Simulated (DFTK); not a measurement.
The system is Sb.

```
Sb
1.0
     2.15420    1.24373    3.75800
    -2.15420    1.24373    3.75800
     0.00000   -2.48746    3.75800
Sb
2
Direct
  0.76651 0.76651 0.76651
  0.23349 0.23349 0.23349
```

Base run:

| Property | Result |
| --- | --- |
| Program | DFTK 0.8.2 |
| Functional | PBE |
| Potentials or basis | dojo.nc.sr.pbe.v0_4_1.standard.upf (PBE) |
| Cutoff | 1088 eV |
| k mesh | 8 × 8 × 8 |
| Occupations | fermi-dirac, width 0.05 eV |
| Spin | no spin polarisation |

Its results: band gap on the k mesh none (metal or under the smearing width); pressure 2.7 GPa; largest force 0.181 eV/Å.

Question: After a change of settings the same cell gave: band gap on the k mesh 0.38 eV, indirect (least direct gap 0.71 eV); pressure 2.6 GPa; largest force 0.043 eV/Å. Which change was it?
A. functional from PBE to PBEsol; potentials or basis from dojo.nc.sr.pbe.v0_4_1.standard.upf (PBE) to cp2k.nc.sr.pbe.v0_1.largecore.gth (PBE, GTH); cutoff from 1088 eV to 735 eV; valence electrons from 30 to 10
B. potentials or basis from dojo.nc.sr.pbe.v0_4_1.standard.upf (PBE) to SG15 1.2 (PBE); cutoff from 1088 eV to 1225 eV; k mesh from 8 × 8 × 8 to 6 × 6 × 6
C. potentials or basis from dojo.nc.sr.pbe.v0_4_1.standard.upf (PBE) to in-house norm-conserving set (PBE, scalar relativistic); k mesh from 8 × 8 × 8 to 5 × 5 × 5
D. functional from PBE to LDA; potentials or basis from dojo.nc.sr.pbe.v0_4_1.standard.upf (PBE) to cp2k.nc.sr.lda.v0_1.largecore.gth (LDA, GTH); cutoff from 1088 eV to 735 eV; valence electrons from 30 to 10

Answer: C.

Caveats: spin-orbit coupling is left out, which moves the levels of the heavy elements (some runs); the mesh misses the band edges, which the band path finds closer together (some runs).

Not every run made on this cell is shown here.
